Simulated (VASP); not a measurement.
# Si12H6C in VASP: further runs

Runs on Si12H6C. Level: PBE+D3(BJ). Tasks: single point.

Program: VASP 6.6.1. These are calculated values, not measurements. Logs are shortened: lines on timing, memory, paths and dates and some standing lists are left out, and cuts for length are marked.

## 1. Starting point

The cell holds a slab with vacuum, 38 atoms: a = 7.681 Å, b = 7.681 Å, c = 22.809 Å, α = 90.00°, β = 90.00°, γ = 90.00°.

The cell was built by a generator and needn't be a form met in nature.

## 2. Single point, PBE+D3(BJ)

The input, INCAR:

```
SYSTEM = Si12H6C
PREC = Accurate
ENCUT = 520
EDIFF = 1E-6
ISMEAR = 0
SIGMA = 0.05
LREAL = Auto
LASPH = .True.
NELM = 100
ALGO = Fast
ISIF = 2
LWAVE = .False.
LCHARG = .False.
LDIPOL = .True.
IDIPOL = 3
DIPOL = 0.5 0.5 0.514
GGA = PE
IVDW = 12
NBANDS = 83
```

The input, KPOINTS:

```
Automatic mesh
0
Gamma
  3 3 1
  0 0 0
```

The input, POSCAR:

```
Si12H6C
1.0
    7.6805938572      0.0000000000      0.0000000000
    0.0000000000      7.6805938572      0.0000000000
    0.0000000000      0.0000000000     22.8087500000
Si H C
24 12 2
Direct
    0.1100570984      0.0000000000      0.6564595187
    0.1406429926      0.5000000000      0.6415407665
    0.4170022747      0.0000000000      0.6555883199
    0.4313500429      0.5000000000      0.6716360310
    0.0105287032      0.2464345296      0.6064788767
    0.0105287032      0.7535654704      0.6064788767
    0.4895070038      0.2603862082      0.6079284704
    0.4895070038      0.7396137918      0.6079284704
    0.2554601881      0.2491995892      0.5416618930
    0.2554601881      0.7508004108      0.5416618930
    0.7484541777      0.2537203554      0.5516917063
    0.7484541777      0.7462796446      0.5516917063
    0.2473563228      0.0000000000      0.4835712759
    0.2516598372      0.5000000000      0.4842338278
    0.7480254000      0.0000000000      0.4916999547
    0.7527682100      0.5000000000      0.4895769443
   -0.0069500898      0.0000000000      0.4280153873
   -0.0014014010      0.5000000000      0.4275784880
    0.5029015685      0.0000000000      0.4280663288
    0.5048987450      0.5000000000      0.4277324424
    0.0000000000      0.2500000000      0.3691565737
    0.0000000000      0.7500000000      0.3691565737
    0.5000000000      0.2500000000      0.3691565737
    0.5000000000      0.7500000000      0.3691565737
   -0.1510299882      0.2500000000      0.3288211761
    0.1510299882      0.2500000000      0.3288211761
   -0.1510299882      0.7500000000      0.3288211761
    0.1510299882      0.7500000000      0.3288211761
    0.3489700118      0.2500000000      0.3288211761
    0.6510299882      0.2500000000      0.3288211761
    0.3489700118      0.7500000000      0.3288211761
    0.6510299882      0.7500000000      0.3288211761
    0.1069736190      0.1156283612      0.7614528975
    0.1069736190     -0.1156283612      0.7614528975
    0.4183650294      0.1158498817      0.7604617473
    0.4183650294     -0.1158498817      0.7604617473
    0.1609449546      0.0000000000      0.7397518248
    0.3638471938      0.0000000000      0.7390285522
```

Potentials or basis: VASP PAW PBE potentials, release 64 (Si, H, C).

Launch:

```bash
cat potpaw_PBE.64/Si/POTCAR potpaw_PBE.64/H/POTCAR potpaw_PBE.64/C/POTCAR > POTCAR
mpirun -np 1 vasp_std > vasp.out
```

OUTCAR:

```text
SYSTEM = Si12H6C
   PREC = Accurate
   ENCUT = 520
   EDIFF = 1E-6
   ISMEAR = 0
   LREAL = Auto
   LASPH = .True.
   NELM = 100
   ISIF = 2
   GGA = PE
   IVDW = 12
 IVDW          = 12

 ion  position               nearest neighbor table
   1  0.110  0.000  0.656-  37 1.94   6 2.34   5 2.34   3 2.36
   2  0.141  0.500  0.642-   5 2.33   6 2.33   4 2.34   9 3.11  10 3.11
   3  0.417  0.000  0.656-  38 1.95   8 2.34   7 2.34   1 2.36
   4  0.431  0.500  0.672-   2 2.34   7 2.39   8 2.39
   5  0.011  0.246  0.606-   2 2.33   1 2.34  11 2.37   9 2.39
   6  0.011  0.754  0.606-   2 2.33   1 2.34  12 2.37  10 2.39
   7  0.490  0.260  0.608-   3 2.34   9 2.35  11 2.37   4 2.39
   8  0.490  0.740  0.608-   3 2.34  10 2.35  12 2.37   4 2.39
   9  0.255  0.249  0.542-  13 2.33  14 2.33   7 2.35   5 2.39   2 3.11
  10  0.255  0.751  0.542-  13 2.33  14 2.33   8 2.35   6 2.39   2 3.11
  11  0.748  0.254  0.552-  16 2.36   7 2.37   5 2.37  15 2.38
  12  0.748  0.746  0.552-  16 2.36   8 2.37   6 2.37  15 2.38
  13  0.247  0.000  0.484-  17 2.33  10 2.33   9 2.33  19 2.34
  14  0.252  0.500  0.484-   9 2.33  10 2.33  20 2.33  18 2.33
  15  0.748  0.000  0.492-  19 2.38  17 2.38  11 2.38  12 2.38
  16  0.753  0.500  0.490-  18 2.36  12 2.36  11 2.36  20 2.37
  17  0.993  0.000  0.428-  13 2.33  21 2.34  22 2.34  15 2.38
  18  0.999  0.500  0.428-  14 2.33  21 2.34  22 2.34  16 2.36
  19  0.503  0.000  0.428-  13 2.34  23 2.34  24 2.34  15 2.38
  20  0.505  0.500  0.428-  14 2.33  23 2.34  24 2.34  16 2.37
  21  0.000  0.250  0.369-  25 1.48  26 1.48  18 2.34  17 2.34
  22  0.000  0.750  0.369-  27 1.48  28 1.48  18 2.34  17 2.34
  23  0.500  0.250  0.369-  29 1.48  30 1.48  20 2.34  19 2.34
  24  0.500  0.750  0.369-  31 1.48  32 1.48  20 2.34  19 2.34
  25  0.849  0.250  0.329-  21 1.48
  26  0.151  0.250  0.329-  21 1.48
  27  0.849  0.750  0.329-  22 1.48
  28  0.151  0.750  0.329-  22 1.48
  29  0.349  0.250  0.329-  23 1.48
  30  0.651  0.250  0.329-  23 1.48
  31  0.349  0.750  0.329-  24 1.48
  32  0.651  0.750  0.329-  24 1.48
  33  0.107  0.116  0.761-  37 1.10
  34  0.107  0.884  0.761-  37 1.10
  35  0.418  0.116  0.760-  38 1.10
  36  0.418  0.884  0.760-  38 1.10
  37  0.161  0.000  0.740-  33 1.10  34 1.10  38 1.56   1 1.94
  38  0.364  0.000  0.739-  35 1.10  36 1.10  37 1.56   3 1.95

  LATTYP: Found a simple tetragonal cell.
 ALAT       =     7.6805938572
 C/A-ratio  =     2.9696596935

  Lattice vectors:

 A1 = (   7.6805938572,   0.0000000000,   0.0000000000)
 A2 = (   0.0000000000,   7.6805938572,   0.0000000000)
 A3 = (   0.0000000000,   0.0000000000,  22.8087500000)

Analysis of symmetry for initial positions (statically):
=====================================================================
 Subroutine PRICEL returns:
 Original cell was already a primitive cell.

 Routine SETGRP: Setting up the symmetry group for a
 simple tetragonal supercell.

 Subroutine GETGRP returns: Found  2 space group operations
 (whereof  2 operations were pure point group operations)
 out of a pool of 16 trial point group operations.

The static configuration has the point symmetry C_1h.

Analysis of symmetry for dynamics (positions and initial velocities):
=====================================================================
 Subroutine PRICEL returns:
 Original cell was already a primitive cell.

 Routine SETGRP: Setting up the symmetry group for a
 simple tetragonal supercell.

 Subroutine GETGRP returns: Found  2 space group operations
 (whereof  2 operations were pure point group operations)
 out of a pool of 16 trial point group operations.

The dynamic configuration has the point symmetry C_1h.

 Subroutine INISYM returns: Found  2 space group operations
 (whereof  2 operations are pure point group operations),
 and found     1 'primitive' translations

----------------------------------------------------------------------------------------

                                     Primitive cell

  volume of cell :    1345.5229

  direct lattice vectors                    reciprocal lattice vectors
     7.680593857  0.000000000  0.000000000     0.130198266  0.000000000  0.000000000
     0.000000000  7.680593857  0.000000000     0.000000000  0.130198266  0.000000000
     0.000000000  0.000000000 22.808750000     0.000000000  0.000000000  0.043842823

[... 85 lines left out ...]

 KPOINTS: Automatic mesh

Automatic generation of k-mesh.
 Grid dimensions read from file:
 generate k-points for:    3    3    1

 Generating k-lattice:

  Cartesian coordinates                     Fractional coordinates (reciprocal lattice)
     0.043399422  0.000000000  0.000000000     0.333333333  0.000000000  0.000000000
     0.000000000  0.043399422  0.000000000     0.000000000  0.333333333  0.000000000
     0.000000000  0.000000000  0.043842823     0.000000000  0.000000000  1.000000000

  Length of vectors
     0.043399422  0.043399422  0.043842823

  Shift w.r.t. Gamma in fractional coordinates (k-lattice)
     0.000000000  0.000000000  0.000000000

 Subroutine IBZKPT returns following result:
 ===========================================

 Found      4 irreducible k-points:

 Following reciprocal coordinates:
            Coordinates               Weight
  0.000000  0.000000  0.000000      1.000000
  0.333333  0.000000  0.000000      2.000000
  0.000000  0.333333  0.000000      2.000000
  0.333333  0.333333  0.000000      4.000000
   k-points           NKPTS =      4   k-points in BZ     NKDIM =      4   number of bands    NBANDS=     83
   number of dos      NEDOS =    301   number of ions     NIONS =     38
   total plane-waves  NPLWV = 648000
   dimension x,y,z NGX =    60 NGY =   60 NGZ =  180
   dimension x,y,z NGXF=   120 NGYF=  120 NGZF=  360
   ions per type =              24  12   2
   NGX,Y,Z   is equivalent  to a cutoff of  12.99, 12.99, 13.12 a.u.
   NGXF,Y,Z  is equivalent  to a cutoff of  25.97, 25.97, 26.24 a.u.
 SYSTEM =  Si12H6C
   PREC   = accura    normal or accurate (medium, high low for compatibility)
   ISTART =      0    job   : 0-new  1-cont  2-samecut
   ICHARG =      2    charge: 1-file 2-atom 10-const
   ISPIN  =      1    spin polarized calculation?
   LNONCOLLINEAR =      F non collinear calculations
   LSORBIT =      F    spin-orbit coupling
   LASPH  =      T    aspherical Exc in radial PAW
   ENCUT  =  520.0 eV  38.22 Ry    6.18 a.u.  14.28 14.28 42.41*2*pi/ulx,y,z
   NELM   =    100;   NELMIN=  2; NELMDL= -5     # of ELM steps
   EDIFF  = 0.1E-05   stopping-criterion for ELM
   LREAL  =      T    real-space projection
   EDIFFG = 0.1E-04   stopping-criterion for IOM
   NSW    =      0    number of steps for IOM
[... 5 lines left out ...]
   TEBEG  =    0.0;   TEEND  =   0.0 temperature during run
   PSTRESS=    0.0 pullay stress
   NELECT =     116.0000    total number of electrons
   NUPDOWN=      -1.0000    fix difference up-down
   EMIN   =  10.00;   EMAX   =-10.00  energy-range for DOS
   EFERMI =   0.00;   METHOD = LEGACY
   ISMEAR =     0;   SIGMA  =   0.05  broadening in eV -4-tet -1-fermi 0-gaus
   EFERMI_NEDOS =   21; number of points for ismear=-14 and -15
   IALGO  =     68    algorithm
   IMIX   =      4    mixing-type and parameters
     AMIX     =   0.40;   BMIX     =  1.00
     AMIX_MAG =   1.60;   BMIX_MAG =  1.00
  volume/ion in A,a.u.               =      35.41       238.95
  Fermi-wavevector in a.u.,A,eV,Ry     =   0.723209  1.366667  7.116272  0.523031
  Thomas-Fermi vector in A             =   1.813367
   LORBIT       =      0    0 simple, 1 ext, 2 COOP (PROOUT), +10 PAW based schemes
   GGA     = PE    functional components
   LHFCALC =     F    Hartree Fock is set to
   AEXX    =    0.0000 exact exchange contribution
   IVDW    =    12    specifies the selected vdW correction
   LEPSILON=     F    determine dielectric tensor
   LRPA    =     F    only Hartree local field effects (RPA)
 non-spin polarized calculation
 RMM-DIIS sequential band-by-band and
 Gauss-broadening in eV      SIGMA  =   0.05
  energy-cutoff  :      520.00
  volume of cell :     1345.52
 maximum number of plane-waves:     36234
 NGX is ok and might be reduce to    60
   NGX = 29   NGY = 29   NGZ = 85

 dipolmoment           0.000000      0.000000      0.000035 electrons x Angstroem

 number of electron     116.0000005 magnetization

 dipolmoment           0.000000      0.000000     -0.117111 electrons x Angstroem

 Free energy of the ion-electron system (eV)
  ---------------------------------------------------
  ext. energy  EPLUGINS =         0.00000000
  ---------------------------------------------------
  free energy    TOTEN  =      -184.53515849 eV

  energy without entropy =     -184.53515849  energy(sigma->0) =     -184.53515849

 E-fermi :  -0.6496     XC(G=0):  -4.4536

 val. band max:       -0.9197727489   @ k =   0.3333   0.3333   0.0000
 cond. band min:      -0.1914484550   @ k =   0.0000   0.0000   0.0000
 fundamental gap:      0.7283242939
 Fermi energy:        -0.6496271724

 k-point     1 :       0.0000    0.0000    0.0000
  band No.  band energies     occupation
      1     -15.0811      2.00000
      2     -12.2608      2.00000
      3     -11.3899      2.00000
      4     -11.3696      2.00000
      5     -10.3855      2.00000
      6     -10.3834      2.00000
[... 281 lines left out ...]
     69       2.3565      0.00000
     70       2.4452      0.00000
 [bands above 70 left out]

------------------------ aborting loop because EDIFF is reached ----------------------------------------

 vacuum level on the upper side and lower side of the slab       (xc-potential included)        -0.274         0.109

 Edisp (eV)   -6.53819

 E8    (eV) :    -2.6915

  FORCE on cell =-STRESS in cart. coord.  units (eV):
  Direction    XX          YY          ZZ          XY          YZ          ZX
  --------------------------------------------------------------------------------------
  -------------------------------------------------------------------------------------
  Total       9.13768     1.21531    -0.43184     0.00000     0.00000    -0.04028
  in kB      10.88066     1.44713    -0.51421     0.00000     0.00000    -0.04796
  external pressure =        3.94 kB  Pullay stress =        0.00 kB

 VOLUME and BASIS-vectors are now :
 -----------------------------------------------------------------------------
  energy-cutoff  :      520.00
  volume of cell :     1345.52
      direct lattice vectors                 reciprocal lattice vectors
     7.680593857  0.000000000  0.000000000     0.130198266  0.000000000  0.000000000
     0.000000000  7.680593857  0.000000000     0.000000000  0.130198266  0.000000000
     0.000000000  0.000000000 22.808750000     0.000000000  0.000000000  0.043842823

 POSITION                                       TOTAL-FORCE (eV/Angst)
 -----------------------------------------------------------------------------------
      0.84530      0.00000     14.97302        -0.011107      0.000000     -0.016866
      1.08022      3.84030     14.63274        -0.004781      0.000000     -0.008608
      3.20283      0.00000     14.95315        -0.003451      0.000000     -0.020610
      3.31302      3.84030     15.31918        -0.000152      0.000000     -0.013333
      0.08087      1.89276     13.83303         0.002716     -0.004873     -0.004280
      0.08087      5.78783     13.83303         0.002716      0.004873     -0.004280
[... 30 lines left out ...]
      1.23615      0.00000     16.87281        -0.005044      0.000000     -0.016413
      2.79456      0.00000     16.85632         0.012724      0.000000     -0.005879
 -----------------------------------------------------------------------------------
    total drift:                                0.003384      0.000000     -0.004497

  FREE ENERGIE OF THE ION-ELECTRON SYSTEM (eV)
  ---------------------------------------------------
  free  energy   TOTEN  =      -191.0733486317 eV

  energy  without entropy=     -191.0733486317  energy(sigma->0) =     -191.07334863

 vacuum level on the upper side and lower side of the slab         3.641         4.025
```

Run time: 11 min. Hardware: 1 thread of Intel Xeon 6975P-C (Granite Rapids), shared host; peak memory 1.4 GiB.

What came out:

```
Free energy                : -191.0733 eV
Largest force              : 0.252 eV/Å
Band gap on the k mesh     : 0.73 eV, indirect (least direct gap 0.87 eV)
Dispersion energy per atom : -0.172 eV
```

Forces on the atoms (eV/Å):
```
Si  -0.011  0.000 -0.017
Si  -0.005  0.000 -0.009
Si  -0.003  0.000 -0.021
Si   0.000  0.000 -0.013
Si   0.003 -0.005 -0.004
Si   0.003  0.005 -0.004
Si   0.001 -0.003 -0.001
Si   0.001  0.003 -0.001
Si  -0.002  0.004  0.005
Si  -0.002 -0.004  0.005
Si   0.000  0.004  0.005
Si   0.000 -0.004  0.005
Si  -0.006  0.000  0.006
Si   0.003  0.000  0.005
Si   0.003  0.000  0.004
Si   0.000  0.000  0.003
Si  -0.002  0.000 -0.002
Si   0.002  0.000  0.003
Si   0.003  0.000  0.000
Si   0.001  0.000  0.000
Si  -0.250 -0.015 -0.023
Si  -0.250  0.015 -0.023
Si   0.250 -0.007 -0.007
Si   0.250  0.007 -0.007
H    0.120  0.022 -0.030
H   -0.095 -0.039  0.050
H    0.120 -0.022 -0.030
H   -0.095  0.039  0.050
H    0.096 -0.002  0.050
H   -0.118 -0.016 -0.030
H    0.096  0.002  0.050
H   -0.118  0.016 -0.030
H   -0.009  0.016  0.009
H   -0.009 -0.016  0.009
H    0.008  0.016  0.010
H    0.008 -0.016  0.010
C   -0.005  0.000 -0.016
C    0.013  0.000 -0.006
```

PBE gaps usually lie below the measured ones, often by a third to a half.

## 3. Single point, PBE+D3(BJ)

The input, INCAR:

```
  PREC = Accurate
  ENCUT = 520
  EDIFF = 1E-6
  ISMEAR = 0
  SIGMA = 0.05
  LREAL = Auto
  LASPH = T
  NELM = 100
  ALGO = Fast
  ISIF = 2
  LWAVE = F
  LCHARG = F
  LDIPOL = T
  IDIPOL = 3
  DIPOL = 0.5 0.5 0.513
  GGA = PE
  IVDW = 12
  NBANDS = 83
```

The input, KPOINTS:

```
Automatic mesh
0
Gamma
  3 3 1
```

The input, POSCAR:

```
Si12H6C
1.0
    7.6805938572      0.0000000000      0.0000000000
    0.0000000000      7.6805938572      0.0000000000
    0.0000000000      0.0000000000     22.8087500000
Si H C
24 12 2
Direct
    0.0989506820      0.0000000000      0.6711788239
    0.0989506820      0.5000000000      0.6404888475
    0.4010493180      0.0000000000      0.6404888475
    0.4010493180      0.5000000000      0.6711788239
    0.0000000000      0.2500000000      0.6072669480
    0.0000000000      0.7500000000      0.6072669480
    0.5000000000      0.2500000000      0.6072669480
    0.5000000000      0.7500000000      0.6072669480
    0.2500000000      0.2500000000      0.5477393544
    0.2500000000      0.7500000000      0.5477393544
    0.7500000000      0.2500000000      0.5477393544
    0.7500000000      0.7500000000      0.5477393544
    0.2500000000      0.0000000000      0.4882117608
    0.2500000000      0.5000000000      0.4882117608
    0.7500000000      0.0000000000      0.4882117608
    0.7500000000      0.5000000000      0.4882117608
    0.0000000000      0.0000000000      0.4286841673
    0.0000000000      0.5000000000      0.4286841673
    0.5000000000      0.0000000000      0.4286841673
    0.5000000000      0.5000000000      0.4286841673
    0.0000000000      0.2500000000      0.3691565737
    0.0000000000      0.7500000000      0.3691565737
    0.5000000000      0.2500000000      0.3691565737
    0.5000000000      0.7500000000      0.3691565737
   -0.1510299882      0.2500000000      0.3288211761
    0.1510299882      0.2500000000      0.3288211761
   -0.1510299882      0.7500000000      0.3288211761
    0.1510299882      0.7500000000      0.3288211761
    0.3489700118      0.2500000000      0.3288211761
    0.6510299882      0.2500000000      0.3288211761
    0.3489700118      0.7500000000      0.3288211761
    0.6510299882      0.7500000000      0.3288211761
    0.2643411390      0.1197824045      0.7654408944
    0.2643411390     -0.1197824045      0.7654408944
    0.5703070635      0.1197824045      0.7303666356
    0.5703070635     -0.1197824045      0.7303666356
    0.3333462199      0.0000000000      0.7544801885
    0.4947920694      0.0000000000      0.7325587768
```

Potentials or basis: VASP PAW PBE potentials, release 64 (Si, H, C).

Launch:

```bash
cat potpaw_PBE.64/Si/POTCAR potpaw_PBE.64/H/POTCAR potpaw_PBE.64/C/POTCAR > POTCAR
mpirun -np 1 vasp_std > vasp.out
```

Wall time 12 min (1 thread of Intel Xeon 6975P-C (Granite Rapids), shared host); peak memory 1.3 GiB.

The run converged. Its results:

```yaml
Free_energy: -188.5772 eV
Largest_force: 2.904 eV/Å
Band_gap_on_the_k_mesh: 0.40 eV, indirect (least direct gap 0.65 eV)
Dispersion_energy_per_atom: -0.176 eV
```

Forces in eV/Å, atoms in the order of the input:
```
Si  -0.501  0.000 -1.120
Si   1.366  0.000  0.584
Si  -0.715  0.000  1.466
Si   0.328  0.000 -0.431
Si  -0.107 -1.687  0.209
Si  -0.107  1.687  0.209
Si  -0.239  1.961 -0.264
Si  -0.239 -1.961 -0.264
Si   0.201  0.074 -0.660
Si   0.201 -0.074 -0.660
Si  -0.039  0.027  0.206
Si  -0.039 -0.027  0.206
Si  -0.309  0.000 -0.179
Si   0.082  0.000 -0.078
Si   0.005  0.000  0.013
Si   0.009  0.000 -0.010
Si   0.116  0.000 -0.162
Si   0.088  0.000 -0.113
Si  -0.080  0.000 -0.111
Si  -0.092  0.000 -0.131
Si  -0.112 -0.021  0.142
Si  -0.112  0.021  0.142
Si   0.077  0.020  0.146
Si   0.077 -0.020  0.146
H    0.113  0.017 -0.003
H   -0.101  0.000  0.035
H    0.113 -0.017 -0.003
H   -0.101  0.000  0.035
H    0.101 -0.003  0.034
H   -0.105 -0.015  0.009
H    0.101  0.003  0.034
H   -0.105  0.015  0.009
H    0.133  0.040  0.219
H    0.133 -0.040  0.219
H    0.034  0.125  0.150
H    0.034 -0.125  0.150
C   -2.683  0.000  1.109
C    2.477  0.000 -1.280
```

Levels at points of the mesh, in eV from the valence-band top:
```tsv
k point	band 54	band 55	band 56	band 57	band 58	band 59	band 60	band 61	band 62	band 63
(0.00, 0.00, 0.00)	-0.79	-0.70	-0.59	-0.32	-0.27	0.40	1.09	1.10	1.15	1.55
```

PBE gaps usually lie below the measured ones, often by a third to a half.

[end of part 1 of 2]
